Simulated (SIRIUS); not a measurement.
Crystal: CdSe (Cadmoselite).

```
Cd Se
1.0
     4.30000    0.00000    0.00000
    -2.15000    3.72391    0.00000
     0.00000    0.00000    7.02000
Cd Se
2 2
Direct
  0.66667 0.33333 0.50000
  0.33333 0.66667 0.00000
  0.66667 0.33333 0.88500
  0.33333 0.66667 0.38500
```

Base run:

| Quantity | Value |
| --- | --- |
| Program | SIRIUS 7.12.0 |
| Functional | PBE |
| Potentials or basis | all-electron FP-LAPW |
| Cutoff | 181 eV |
| Basis | apw+lo standard |
| k mesh | 7 × 7 × 4 |
| Occupations | fermi-dirac, width 0.05 eV |
| Spin | no spin polarisation |

Its results: band gap on the k mesh 0.70 eV, direct.

The run is repeated on the same cell with these changes: functional from PBE to PBEsol. What comes out?

Band gap on the k mesh 0.57 eV, direct.

Caveats: an odd mesh through Γ misses points on the zone boundary, where band edges often lie.

Not every run made on this cell is shown here.
